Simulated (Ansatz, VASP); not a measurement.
# Hf in VASP and in Ansatz

File POSCAR:

```
Hf
1.0
    0.0000000000      2.1899963220      2.1899963220
    2.1899963220      0.0000000000      2.1899963220
    2.1899963220      2.1899963220      0.0000000000
Hf
1
Direct
    0.0000000000      0.0000000000      0.0000000000
```

The input INCAR.step1:

```
PREC = Accurate
ENCUT = 520
ISMEAR = -1
SIGMA = 0.05
LREAL = False
LASPH = True
NELM = 80
NBANDS = 11
GGA = PE
ALGO = Normal
EDIFF = 1E-4
LWAVE = True
LCHARG = False
```

INCAR.step2

```
PREC = Accurate
ENCUT = 520
EDIFF = 1E-6
ISMEAR = -1
SIGMA = 0.05
LREAL = False
LASPH = True
NELM = 80
ALGO = Normal
ISIF = 2
LWAVE = False
LCHARG = True
METAGGA = R2SCAN
LMIXTAU = True
LELF = True
LVHAR = True
NBANDS = 11
ISTART = 1
```

File KPOINTS:

```
regular mesh
0
Gamma
  10 10 10
```

input.yaml

```yaml
crystal:
  lattice:
    - [0.0, 2.189996322, 2.189996322]
    - [2.189996322, 0.0, 2.189996322]
    - [2.189996322, 2.189996322, 0.0]
  atoms:
    - { symbol: Hf, position: [0.0, 0.0, 0.0] }
hamiltonian:
  xc: r2scan
  pseudopotentials: { kind: paw }
kpoints:
  mp_grid: { grid: [10, 10, 10] }
scf:
  occupations: { method: fermi_dirac, width: 0.05 }
output:
  forces: true
  stress: true
  eigenvalues: true
```

This isn't the form of Hf at room conditions, which is hcp.

Alike in both runs: task single point; functional r2SCAN; k mesh 10 × 10 × 10; occupations fermi-dirac, width 0.05 eV; no spin polarisation.

|  | VASP | Ansatz |
| --- | --- | --- |
| version | VASP 6.6.1 | Ansatz 0.2.0 |
| potentials or method | VASP PAW PBE potentials, release 64 (Hf_pv) | Ansatz PAW |
| plane-wave cutoff (eV) | 520 | 500 |
| valence electrons in the cell | 10 | 26 |

VASP gave:

```
gap on the k mesh at the Fermi level (eV) : none
pressure (GPa)                            : 6.8
```

Question: What did Ansatz give for the same quantities?

Answer: gap on the k mesh at the Fermi level (eV): none; pressure (GPa): 7.2.

A gap of «none» marks a metal or a gap that the smearing closes. The two sets of potentials don't hold the same shells in valence.

Caveats: the PAW data sets were made with another functional, which shifts forces and pressure a little (VASP); the PAW data sets come from PBE, with cores solved anew for the run's functional, which leaves a small shift of forces and pressure (Ansatz). Spin-orbit coupling is left out, which matters for the levels of Hf.
